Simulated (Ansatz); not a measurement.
Relaxed bulk GePt:

```xyz
8
Lattice="5.7406 0.0000 0.0000 0.0000 3.7003 0.0000 0.0000 0.0000 6.0924" Properties=species:S:1:pos:R:3 pbc="T T T"
Ge    4.6795    2.7753    3.5825
Ge    1.0611    0.9251    2.5099
Ge    3.9314    0.9251    0.5363
Ge    1.8092    2.7753    5.5562
Pt    5.7363    2.7753    1.1646
Pt    0.0043    0.9251    4.9278
Pt    2.8746    0.9251    4.2108
Pt    2.8660    2.7753    1.8816
```

Miller indices refer to the conventional cell of Pnma (No. 62), a = 5.741 Å, b = 3.700 Å, c = 6.092 Å, α = 90.00°, β = 90.00°, γ = 90.00°.

Consider the (101) slab of 10 planes, 10.3 Å thick with 15 Å of vacuum as cut; outer planes GePt2 (top) and GePt2 (bottom), all atoms relaxed.

Theory: DFT PBEsol, scalar-relativistic, plane waves, PAW (Ansatz 0.2.0). Cutoff 420 eV; k points 9×4×1 on the computed 22-atom cell (Γ-centred); Gaussian smearing, width 0.10 eV; no spin polarisation. The cell repeats along c with a dipole correction in the vacuum.

The slab isn't stoichiometric (Ge5Pt6), so its surface energy depends on the chemical potentials; it is given with the excess atoms taken from the element's standard state, a limit at which the compound may itself be unstable, so the figure can be too low.

Q: Predict the surface energy with the excess atoms taken from the elements.

A: 1.39 J/m².

Q: Give the work function.

A: 4.73 eV.

Q: The top two planes lie 1.698 Å apart in the bulk. How does relaxation change this?

A: The spacing becomes 1.496 Å (-11.9 %), and the top plane rumples by 0.557 Å.

Spin-orbit coupling is left out, which matters for the bands of heavy elements.